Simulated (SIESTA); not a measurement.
Runs of SIESTA 5.4.2 on Ga2O3. Symmetry: C2/m, No. 12, monoclinic system. Conventional cell: a = 12.214 Å, b = 3.037 Å, c = 5.798 Å, α = 90.00°, β = 103.83°, γ = 90.00°. Around Ga (site symmetry m) lie 6 O at 1.94 to 2.07 Å. Ga (site symmetry m) has 4 O at 1.83 to 1.86 Å as nearest neighbours. Around O (site symmetry m) lie 3 Ga at 1.83 to 1.94 Å. O (site symmetry m) has 4 Ga at 1.86 to 2.07 Å as nearest neighbours. O (site symmetry m) has 3 Ga at 1.83 to 1.94 Å as nearest neighbours. 

| level | potentials or basis | energy shift | gap on the mesh (eV) | pressure (GPa) | largest force (eV/Å) |
| --- | --- | --- | --- | --- | --- |
| PBE | SG15 1.2 (PBE files) or PseudoDojo by element, DZP (energy shift 0.003 Ry; two zetas on semicore shells) | 0.003 Ry | 2.33 | (a) | (c) |
| PBE | PseudoDojo 0.4 standard (PBE files), DZ (energy shift 0.01 Ry) | 0.01 Ry | 2.27 | 13.8 | 0.46 |
| AM05 | PseudoDojo 0.4 standard (PBEsol files), DZP (energy shift 0.003 Ry; two zetas on semicore shells) | 0.003 Ry | (d) | 5.8 | 0.28 |
| PBE | PseudoDojo 0.4 standard (PBE files), TZP (energy shift 0.01 Ry) | 0.01 Ry | 2.33 | 11.1 | (b) |
| PBE | PseudoDojo 0.4 standard (PBE files), SZ (energy shift 0.003 Ry) | 0.003 Ry | 1.91 | 22.4 | 0.60 |

Alike in all rows: task band structure; no spin polarisation; cell as given; k mesh 6 × 6 × 4; smearing fermi-dirac 0.05 eV; grid cutoff 800 Ry.

Problem. Fill in the values left out.

Solution. (a) 14.2; (b) 0.39; (c) 0.48; (d) 2.30.

Caveats: the basis of atomic orbitals isn't converged, which shifts pressures, moduli and gaps; the basis has no polarisation orbitals (some runs); semicore shells carry a single zeta, which can move pressures by several GPa and volumes by a few percent (some runs); the potentials were made for another functional, which shifts forces and pressure (some runs); so large a pressure means that the cell lies far from this level's equilibrium, or that cutoff or potentials fall short (some runs).

A k mesh can miss the band edges, and the runs leave out spin-orbit coupling on Ga.
